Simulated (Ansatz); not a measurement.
## Zn: from a trial structure to a relaxed crystal

Computed with Ansatz, DFT PBE, scalar-relativistic, plane waves, PAW. Cutoff 420 eV, Γ-centred k mesh, Gaussian smearing, no spin polarisation in the final step.

The start puts Zn on the grey arsenic (A7) structure type (R-3m, No. 166), at a guessed volume.

```xyz
2
Lattice="1.7027 0.9831 3.1575 -1.7027 0.9831 3.1575 0.0000 -1.9661 3.1575" Properties=species:S:1:pos:R:3 pbc="T T T"
Zn    0.0000    0.0000    2.1554
Zn    0.0000    0.0000    7.3171
```

Cell and atoms relax at zero pressure; the relaxation can't lower the symmetry of the start. After a coarse first stage the cell is made exact in the group found at 0.06 Å.

Energies count from the standard state of Zn at the same level.

(1) Describe the relaxed structure.

(2) What are its volume, energy, density and gap?

## Answers

(1) It keeps R-3m (No. 166), but not the shape of the type it started on. The result has the alpha-mercury structure. Conventional cell: a = 2.804 Å, c = 6.681 Å. Zn is coordinated by 12 Zn at 2.75–2.80 Å.

```
Zn
1.0
     1.40192    0.80940    2.22691
    -1.40192    0.80940    2.22691
     0.00000   -1.61880    2.22691
Zn
1
Direct
  0.50000 0.50000 0.50000
```

(2) The volume per atom is 15.16 Å³. The density is 7.16 g/cm³ and the energy over the standard structure is 0.02 eV/atom. The gap on the 24×24×24 mesh is 0 eV (a metal).

The final run used a 24×24×24 mesh on its 1-atom cell and 0.10 eV smearing. For metals, differences of a few meV/atom aren't resolved. A structure relaxed within its symmetry needn't be a true minimum. The steps took about 2.1 core-minutes in all.